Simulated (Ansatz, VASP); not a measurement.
## Mo: VASP beside Ansatz

```
Mo
1.0
     2.73551    0.00000    0.00000
    -1.36776    2.36902    0.00000
     0.00000    0.00000    2.55518
Mo
1
Direct
  0.00000 0.00000 0.50000
```

This isn't the form of Mo at room conditions, which is bcc.

Alike in both runs: task single point; functional PBEsol; k mesh 14 × 14 × 13; no spin polarisation.

```csv
,VASP,Ansatz
version,VASP 6.6.1,Ansatz 0.2.0
potentials or method,"VASP PAW PBE potentials, release 64 (Mo_sv)","plane waves, PAW"
plane-wave cutoff (eV),520,420
occupations,"methfessel-paxton of order 1, width 0.1 eV",cold
valence electrons in the cell,14,14
```

```tsv
	VASP	Ansatz	Ansatz less VASP
gap on the k mesh at the Fermi level (eV)	none	none	-
pressure (GPa)	-2.9	-3.3	-0.43
largest component of the traceless stress (GPa)	3.22	3.07	-0.145
```

A gap of «none» marks a metal or a gap that the smearing closes. Ansatz warned: «stress_scf_threshold_loose».

Caveats: the PAW data sets were made with another functional, which shifts forces and pressure a little (VASP).
